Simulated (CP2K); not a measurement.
ZnSe (Stilleite):

```
CELL_PARAMETERS angstrom
4.00760 0.00000 0.00000
2.00380 3.47068 0.00000
2.00380 1.15689 3.27219
ATOMIC_POSITIONS crystal
Se 0.75000 0.75000 0.75000
Zn 0.00000 0.00000 0.00000
```

Base run:

* Program: CP2K 2026.2
* Functional: PBE
* Potentials or basis: POTENTIAL_UZH Se GTH-PBE-q6, Zn GTH-PBE-q12; TZVP-MOLOPT-PBE-GTH basis
* Density cutoff: 6123 eV
* k mesh: 8 × 8 × 8
* Occupations: fermi-dirac, width 0.05 eV
* Spin: no spin polarisation

Its results: band gap on the k mesh 1.26 eV, direct; pressure 2.7 GPa.

Q: The run is repeated on the same cell with these changes: functional from PBE to PBEsol; ngrids from 5 to 4. What comes out?

A: Band gap on the k mesh 1.08 eV, direct; pressure 0.0 GPa.

Caveats: the basis of atomic orbitals isn't converged, which shifts pressures, moduli and gaps; the potentials were made for another functional, which shifts forces and pressure (some runs).
